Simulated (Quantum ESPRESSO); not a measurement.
# Ag under changes of volume

One of the cells (17.048 Å³/atom); the others are scaled copies at fixed shape and fractional positions:

```xyz
1
Lattice="0.0000 2.0427 2.0427 2.0427 0.0000 2.0427 2.0427 2.0427 0.0000" Properties=species:S:1:pos:R:3 pbc="T T T"
Ag    0.0000    0.0000    0.0000
```

- Program: Quantum ESPRESSO 7.5
- Functional: AM05
- Potentials or basis: PseudoDojo 0.4.1 SR PBE standard
- Cutoff: 1116 eV
- Density cutoff: 4463 eV
- k mesh: 11 × 11 × 11
- Occupations: fermi-dirac, width 0.05 eV
- Spin: no spin polarisation

```tsv
volume (Å³/atom)	energy over the lowest point (meV/atom)	pressure (GPa)
16.025	?	?
16.366	1.30	1.7
16.707	0.00	-0.8
17.048	3.66	-2.9
17.389	11.61	-4.8
17.730	23.24	-6.3
18.071	37.98	-7.7
```

Problem. What does the run at 16.025 Å³/atom give?

Solution. Energy over the lowest point 8.30 meV/atom; pressure 4.6 GPa.

Worked out: A Birch-Murnaghan fit of order 3 (a polynomial in V^(-2/3)) to the other rows has its minimum at 16.62 Å³/atom with B0 = V·E''(V) = 118 GPa and B' = 6.3. It gives 8.40 meV/atom at 16.025 Å³/atom, against the run's 8.30, and -dE/dV = 4.8 GPa, against 4.6.

Energies are extrapolated to zero smearing.

Caveats: the potentials were made for another functional, which shifts forces and pressure.
